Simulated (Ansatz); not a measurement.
A run of Ansatz 0.2.0 is set up as follows.

Contents of input.yaml:

```yaml
crystal:
  lattice:
    - [-1.8921, 1.8921, 4.7573]
    - [1.8921, -1.8921, 4.7573]
    - [1.8921, 1.8921, -4.7573]
  atoms:
    - { symbol: Ti, position: [0.75, 0.25, 0.5] }
    - { symbol: Ti, position: [0.0, 0.0, 0.0] }
    - { symbol: O, position: [0.7919, 0.7919, 0.0] }
    - { symbol: O, position: [0.5419, 0.0419, 0.5] }
    - { symbol: O, position: [0.9581, 0.4581, 0.5] }
    - { symbol: O, position: [0.2081, 0.2081, 0.0] }
hamiltonian:
  xc: r2scan
  pseudopotentials: { kind: paw }
kpoints:
  mp_grid: { grid: [10, 10, 10] }
scf:
  occupations: { method: fermi_dirac, width: 0.05 }
output:
  forces: true
  stress: true
  eigenvalues: true
relax:
  f_tol: 0.01
  max_steps: 40
  cell: { stress_tol: 0.05 }
```

Potentials or basis: Ansatz PAW.

Run with:

```console
$ ansatz run input.yaml --threads 2 --pin off --max-ram 5632MiB --backend cpu --events-out ev --progress --plain --runs-dir out
```

(1) Predict the band gap on the k mesh.

(2) Predict the relaxed volume.

(3) Estimate the space group after relaxing (to 0.05 Å).

Results:

(1) 2.54 eV, indirect (least direct gap 2.87 eV).

(2) 11.40 Å³/atom.

(3) I4_1/amd (No. 141).

Caveat: the plane-wave basis is chosen anew once the cell has moved, so the energies of steps on either side of that aren't comparable; the PAW data sets come from PBE, with cores solved anew for the run's functional, which leaves a small shift of forces and pressure.
